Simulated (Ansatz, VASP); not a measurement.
One calculation of Al2O3, two programs

```xyz
5
Lattice="3.1855 0.0000 0.0000 -1.5927 2.7587 0.0000 0.0000 0.0000 6.7969" Properties=species:S:1:pos:R:3 pbc="T T T"
Al    0.0000    0.0000    1.8892
Al    0.0000    0.0000    4.9077
O     0.0000    1.8391    1.3557
O     1.5927    0.9196    5.4412
O     0.0000    0.0000    3.3984
```

Alike in both runs: task single point; functional PBEsol; k mesh 12 × 12 × 4; occupations gaussian, width 0.05 eV; no spin polarisation.

```csv
,VASP,Ansatz
version,VASP 6.6.1,Ansatz 0.2.0
potentials or method,"VASP PAW PBE potentials, release 64 (Al, O)","scalar-relativistic, plane waves, PAW"
plane-wave cutoff (eV),520,420
valence electrons in the cell,24,24
```

```csv
,VASP,Ansatz,Ansatz less VASP
gap on the k mesh at the Fermi level (eV),3.19,3.20,+0.005
least direct gap on the mesh (eV),3.56,3.57,+0.008
pressure (GPa),8.9,8.3,-0.56
largest component of the traceless stress (GPa),60.54,59.30,-1.242
rms of the force components (eV/Å),3.091,3.009,-0.0827
```

Atom by atom the forces differ by 0.083 eV/Å (rms over components).

Caveats: the PAW data sets were made with another functional, which shifts forces and pressure a little (VASP). Expect the measured gap to be larger: semilocal functionals such as PBEsol lack the derivative discontinuity. A k mesh can miss the band edges.
